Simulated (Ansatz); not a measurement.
**Equation of state of WC from a dense series**

```yaml
crystal:
  lattice:
    - [2.90050, 0.00000, 0.00000]
    - [-1.45025, 2.51191, 0.00000]
    - [0.00000, 0.00000, 2.82900]
  atoms:
    - { symbol: W, position: [0.00000, 0.00000, 0.00000] }
    - { symbol: C, position: [0.66667, 0.33333, 0.50000] }
```

Atoms are numbered in the order listed.

The geometry is COD entry 2102244, unchecked; take it as a test cell.

Spin–orbit coupling is left out, though it moves levels of the heavy atoms by tenths of an eV or more.

All numbers below come from Ansatz 0.2.0, DFT, PBE, all-electron LAPW, scalar-relativistic.

Sampling and basis: a Γ-centred 13×13×12 k mesh, Fermi–Dirac smearing of 0.05 eV, basis error target 1 meV/atom, no spin polarisation.

The cell is scaled evenly. Fractional coordinates are held (clamped ions).

```
V (Å³/atom)  P (GPa)
      9.693    37.67
      9.894    27.09
      9.997    22.07
     10.100    17.30
     10.203    12.77
     10.306     8.47
     10.409     4.38
     10.512     0.50
     10.615    -3.19
     10.718    -6.70
     10.924   -13.19
```

Problem. Fit a third-order Birch–Murnaghan curve to the pressures.

Solution. P = (3B0/2)(y^(7/2) − y^(5/2))[1 + (3/4)(B0′ − 4)(y − 1)] with y = (V0/V)^(2/3) fits within 0.01 GPa for V0 = 10.526 Å³/atom, B0 = 383.9 GPa and B0′ = 4.22.

Problem. Predict the pressure at the withheld volume, 9.687 Å³/atom.

Solution. There y = 1.0569, so the fit gives 37.96 GPa; the run gave 37.95 GPa.
